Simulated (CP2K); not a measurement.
Crystal: La2O3.

```
La O
1.0
     6.37027    0.00000    0.00000
    -3.18514    5.51682    0.00000
     0.00000    0.00000    3.28989
La O
2 3
Direct
  0.66667 0.33333 0.49810
  0.33333 0.66667 0.50190
  0.50461 0.00000 0.00000
  0.00000 0.50461 0.00000
  0.49539 0.49539 0.00000
```

The cell comes from a database or a generator and needn't be the stable form of this composition.

Base run:

```yaml
Program: CP2K 2026.2
Functional: TASK
Potentials_or_basis: GTH_POTENTIALS La GTH-PBE-q11; POTENTIAL_UZH O GTH-PBE-q6; DZVP-MOLOPT-SR-GTH, DZVP-MOLOPT-PBE-GTH basis
Density_cutoff: 11565 eV
k_mesh: 5 × 5 × 8
Occupations: fermi-dirac, width 0.05 eV
Spin: no spin polarisation
```

Its results: band gap on the k mesh 2.53 eV, indirect (least direct gap 2.91 eV); pressure 8.9 GPa; largest force 0.025 eV/Å.

**Question.** The run is repeated on the same cell with these changes: functional from TASK to PBEsol. What comes out?

**Answer.** Band gap on the k mesh 1.43 eV, indirect (least direct gap 1.81 eV); pressure -0.9 GPa; largest force 0.038 eV/Å.

TASK gives the wider gap, since meta-GGAs in the generalised Kohn-Sham scheme recover part of the derivative discontinuity.

Caveats: the potentials were made for another functional, which shifts forces and pressure; spin-orbit coupling is left out, which moves the levels of the heavy elements; an odd mesh through Γ misses points on the zone boundary, where band edges often lie; the basis of atomic orbitals isn't converged, which shifts pressures, moduli and gaps.
